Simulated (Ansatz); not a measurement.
Level of theory: Ansatz, DFT PBE, scalar-relativistic, plane waves, PAW. All cells share a 420 eV cutoff and Γ-centred k meshes spaced at most about 0.3 Å⁻¹ (about 0.25 or finer for metals, 2π included). No spin polarisation.

Each guess is relaxed in cell and atoms at zero pressure, on a coarse mesh first where it starts far from rest and then on a converged one. The steps can't lower the symmetry of the start, but it can rise. Energies are static (0 K, no zero-point motion).

Two unrelaxed guesses for La:

A.

```xyz
4
Lattice="0.0000 4.9683 4.9683 4.9683 0.0000 4.9683 4.9683 4.9683 0.0000" Properties=species:S:1:pos:R:3 pbc="T T T"
La    6.2103    6.2103    6.2103
La    3.7262    3.7262    6.2103
La    3.7262    6.2103    3.7262
La    6.2103    3.7262    3.7262
```

B.

```xyz
3
Lattice="4.7599 0.0000 0.0000 0.0000 4.7599 0.0000 0.0000 0.0000 4.7599" Properties=species:S:1:pos:R:3 pbc="T T T"
La    0.0000    2.3800    2.3800
La    2.3800    0.0000    2.3800
La    2.3800    2.3800    0.0000
```

Question: Which guess leads to the lower structure, and by how much?

Answer: B ends lower, by 0.62 eV/atom. A: Fd-3m at 61.3 Å³/atom → Fd-3m at 55.5 Å³/atom; B: Pm-3m at 35.9 Å³/atom → Pm-3m at 42.2 Å³/atom. Counting all near atoms (those within 1.25 times the shortest distance at each site), the end of A has La 6 and the end of B has La 8. End of A. Conventional cell: a = 9.611 Å. La is surrounded by 6 La at 3.40 Å. End of B. Conventional cell: a = 5.023 Å. Around La lie 8 La at 3.55 Å.

Ends held by symmetry can be saddle points. Neither end is the lowest form computed: that has space group P6_3/mmc (No. 194) and lies 0.59 eV/atom below the better end. Some candidate types were left out of the draw beforehand, so a known form may be missing.
